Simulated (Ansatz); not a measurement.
The system is CuO.

```
Cu O
1.0
     2.34465   -1.71340    0.00000
     2.34465    1.71340    0.00000
    -0.86055    0.00000    5.05944
Cu O
2 2
Direct
  0.00320 0.49680 0.00000
  0.49680 0.00320 0.50000
  0.57140 0.40560 0.25370
  0.40560 0.57140 0.75370
```

| Quantity | Value |
| --- | --- |
| Program | Ansatz 0.2.0 |
| Task | relaxation of cell and atoms |
| Functional | PBEsol |
| Potentials or basis | all-electron LAPW, scalar-relativistic |
| Basis error allowed | 0.002 eV/atom |
| k mesh | 8 × 8 × 4 |
| Occupations | fermi-dirac, width 0.05 eV |
| Spin | no spin polarisation |

At the start: volume 10.16 Å³/atom.

Q: Where does the relaxation end?

A: Over 12 steps the energy falls by 50.4 meV/atom and the volume is 10.66 Å³/atom (+4.9 %); space group P4_2/mmc (No. 131, to 0.05 Å).

Step by step:
| step | energy change (eV) | largest force (eV/Å) | volume (Å³) |
| --- | --- | --- | --- |
| 1 | 0.0000 | 0.7627 | 40.65 |
| 2 | -0.0427 | 0.6083 | 40.73 |
| 3 | -0.1290 | 0.1187 | 41.30 |
| 4 | -0.1581 | 0.1684 | 42.04 |
| 5 | -0.1837 | 0.0972 | 41.87 |
| 6 | -0.1939 | 0.0291 | 42.57 |
| 7 | -0.1949 | 0.0016 | 42.62 |
| 8 | -0.1950 | 0.0002 | 42.63 |
| 9 | -0.2010 | 0.0002 | 42.63 |
| 10 | -0.2016 | 0.0074 | 42.65 |
| 11 | -0.2016 | 0.0030 | 42.65 |
| 12 | -0.2016 | 0.0030 | 42.65 |

Final structure:
```yaml
crystal:
  lattice:
    - [2.04146, -2.04358, 0.16295]
    - [2.04146, 2.04358, 0.16295]
    - [-0.39765, 0.00000, 5.07955]
  atoms:
    - { symbol: Cu, position: [0.99432, 0.49410, 0.00185] }
    - { symbol: Cu, position: [0.49410, 0.99432, 0.50185] }
    - { symbol: O, position: [0.49379, 0.49479, 0.25185] }
    - { symbol: O, position: [0.49479, 0.49379, 0.75185] }
```

Caveat: the k mesh is thin for a metal, which can move the energy by tens of meV per atom; the run has no spin polarisation, though such a crystal can be magnetic.
